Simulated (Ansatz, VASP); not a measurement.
**InSb in VASP and in Ansatz**

```
In Sb
1.0
     0.00000    3.25993    3.25993
     3.25993    0.00000    3.25993
     3.25993    3.25993    0.00000
In Sb
1 1
Direct
  0.00000 0.00000 0.00000
  0.75000 0.75000 0.75000
```

Alike in both runs: functional PBEsol; k mesh 12 × 12 × 12; occupations fermi-dirac, width 0.15 eV; no spin polarisation.

Ansatz relaxed the structure, and its values are those at the end. VASP's run is a single point on that final structure, the one shown.

```csv
,VASP,Ansatz
version,VASP 6.6.1,Ansatz 0.2.0
potentials or method,"VASP PAW PBE potentials, release 64 (In_d, Sb)","scalar-relativistic, plane waves, PAW"
plane-wave cutoff (eV),520,420
valence electrons in the cell,18,28
```

|  | VASP | Ansatz | Ansatz less VASP |
| --- | --- | --- | --- |
| gap on the k mesh at the Fermi level (eV) | none | none | - |
| pressure (GPa) | 0.0 | 0.0 | -0.02 |

A gap of «none» marks a metal or a gap that the smearing closes. The two sets of potentials don't hold the same shells in valence.

Caveats: the PAW data sets were made with another functional, which shifts forces and pressure a little (VASP). Spin-orbit coupling is left out, which matters for the levels of Sb.
